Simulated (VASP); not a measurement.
Write the native input for VASP 6.6.1 that does the following.

* Task: single point
* Functional: r2SCAN
* Potentials or basis: VASP PAW PBE potentials, release 64 (In_d, P)
* Cutoff: 520 eV
* k mesh: 6 × 6 × 6
* Occupations: fermi-dirac, width 0.02 eV
* Spin: no spin polarisation
* Dipole correction: no
* Further INCAR settings: ALGO = Normal; EDIFF = 1e-06; NBANDS = 16

InP:

```
CELL_PARAMETERS angstrom
0.00000 2.74536 2.74536
2.74536 0.00000 2.74536
2.74536 2.74536 0.00000
ATOMIC_POSITIONS crystal
In 0.00000 0.00000 0.00000
P 0.50000 0.50000 0.50000
```

The cell was built by a generator and needn't be a form met in nature.

These files were run (other wordings do the same):

POSCAR

```
InP
1.0
    0.0000000000      2.7453630729      2.7453630729
    2.7453630729      0.0000000000      2.7453630729
    2.7453630729      2.7453630729      0.0000000000
In P
1 1
Direct
    0.0000000000      0.0000000000      0.0000000000
    0.5000000000      0.5000000000      0.5000000000
```

INCAR.step1

```
ALGO = Normal
EDIFF = 1E-4
ENCUT = 520
GGA = PE
ISMEAR = -1
LASPH = True
LCHARG = False
LREAL = False
LWAVE = True
NBANDS = 16
NELM = 80
PREC = Accurate
SIGMA = 0.02
```

INCAR.step2

```
ALGO = Normal
EDIFF = 1E-6
ENCUT = 520
ISIF = 2
ISMEAR = -1
ISTART = 1
LASPH = True
LCHARG = False
LMIXTAU = True
LREAL = False
LWAVE = False
METAGGA = R2SCAN
NBANDS = 16
NELM = 80
PREC = Accurate
SIGMA = 0.02
```

KPOINTS

```
k-points
0
Gamma
  6 6 6
```

Potentials or basis: VASP PAW PBE potentials, release 64 (In_d, P).

Command:

```console
$ cat potpaw_PBE.64/In_d/POTCAR potpaw_PBE.64/P/POTCAR > POTCAR
$ cp INCAR.step1 INCAR
$ mpirun -np 1 vasp_std > vasp.out
$ cp INCAR.step2 INCAR
$ mpirun -np 1 vasp_std > vasp.out
```

It gave:

The pressure is 0.7 GPa and the band gap on the k mesh is none (metal or under the smearing width).

Caveat: the PAW data sets were made with another functional, which shifts forces and pressure a little.

Run time: 71 s on 1 thread of Intel(R) Xeon(R) Platinum 8375C CPU @ 2.90GHz (Ice Lake), on a shared host, peak memory 0.17 GiB.
